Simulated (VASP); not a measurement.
Set up this calculation in VASP 6.6.1, as the native input.

| Property | Result |
| --- | --- |
| Task | single point |
| Functional | PBEsol |
| Potentials or basis | VASP PAW PBE potentials, release 64 (Rh_pv) |
| Cutoff | 520 eV |
| k mesh | 11 × 11 × 1 |
| Occupations | gaussian, width 0.1 eV |
| Spin | no spin polarisation |
| Dipole correction | yes |
| Further INCAR settings | ALGO = Fast; EDIFF = 1e-06; NBANDS = 38 |

The structure of Rh lies in POSCAR:

```
Rh
1.0
    2.6728587948      0.0000000000      0.0000000000
    0.0000000000      2.6728587948      0.0000000000
    0.0000000000      0.0000000000     22.6699897369
Rh
4
Direct
    0.5000000000      0.5000000000      0.3749450308
    0.0000000000      0.0000000000      0.4583150103
    0.5000000000      0.5000000000      0.5419050874
    0.0000000000      0.0000000000      0.6220228960
```

The cell isn't the ideal one: clean slab, lower half held.

These files were run (other wordings do the same):

INCAR

```
SYSTEM = Rh
PREC = Accurate ; ENCUT = 520
EDIFF = 1E-6 ; ISMEAR = 0
SIGMA = 0.1 ; LREAL = .False.
LASPH = .True. ; NELM = 100
ALGO = Fast ; ISIF = 2
LWAVE = .False. ; LCHARG = .False.
LDIPOL = .True. ; IDIPOL = 3
DIPOL = 0.5 0.5 0.499 ; GGA = PS
NBANDS = 38
```

KPOINTS

```
regular mesh
0
Gamma
  11 11 1
  0 0 0
```

Potentials or basis: VASP PAW PBE potentials, release 64 (Rh_pv).

Run with:

```bash
$ cat potpaw_PBE.64/Rh_pv/POTCAR > POTCAR
$ mpirun -np 1 vasp_std > vasp.out
```

Results of the run:

- Largest force: 0.574 eV/Å
- Band gap on the k mesh: none (metal or under the smearing width)

Caveat: the PAW data sets were made with another functional, which shifts forces and pressure a little.

Run time: 89 s on 1 thread of Intel(R) Xeon(R) 6975P-C (Granite Rapids), with other jobs on the host, peak memory 0.29 GiB.
